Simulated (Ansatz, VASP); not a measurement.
## Ru in VASP and in Ansatz

File INCAR:

```
SYSTEM = Ru
PREC = Accurate
ENCUT = 520
EDIFF = 1E-6
ISMEAR = -1
SIGMA = 0.1
LREAL = .False.
LASPH = .True.
NELM = 80
ALGO = Normal
ISIF = 2
LWAVE = .False.
LCHARG = .False.
GGA = RP
NBANDS = 13
```

File KPOINTS:

```
regular mesh
0
Gamma
  14 14 14
  0 0 0
```

Contents of POSCAR:

```
Ru
1.0
    2.4573398839      0.0000000000      0.0000000000
    0.0000000000      2.4573398839      0.0000000000
    0.0000000000      0.0000000000      2.4573398839
Ru
1
Direct
    0.0000000000      0.0000000000      0.0000000000
```

Input for Ansatz:

```yaml
crystal:
  lattice:
    - [2.4573398839, 0.0, 0.0]
    - [0.0, 2.4573398839, 0.0]
    - [0.0, 0.0, 2.4573398839]
  atoms:
    - { symbol: Ru, position: [0.0, 0.0, 0.0] }
hamiltonian:
  xc: rpbe
  pseudopotentials:
    kind: paw
    azcp:
      Ru: "pseudopotentials/Ru.paw.azcp"
basis:
  ecutwfc: 420
  fft_grid_basis: typed
kpoints:
  mp_grid: { grid: [14, 14, 14], shift: [0, 0, 0] }
magnetization:
  spin_polarized: false
scf:
  occupations: { method: fermi_dirac, width: 0.1 }
  lower_state_search: "off"
output:
  stress: true
```

Alike in both runs: task single point; functional RPBE; k mesh 14 × 14 × 14; occupations fermi-dirac, width 0.1 eV; no spin polarisation.

|  | VASP | Ansatz |
| --- | --- | --- |
| version | VASP 6.6.1 | Ansatz 0.2.0 |
| potentials or method | VASP PAW PBE potentials, release 64 (Ru_pv) | plane waves (420 eV) with PAW, scalar-relativistic |
| plane-wave cutoff (eV) | 520 | 420 |
| valence electrons in the cell | 14 | 16 |

VASP gave:

```
pressure (GPa) : 21.3
```

**Question.** Which values does Ansatz return?

**Answer.** Pressure (GPa): 21.1.

The two sets of potentials don't hold the same shells in valence.

Caveats: so large a pressure means that the cell lies far from this level's equilibrium, or that cutoff or potentials fall short (VASP); the potentials were made for another functional, which shifts forces and pressure (VASP).
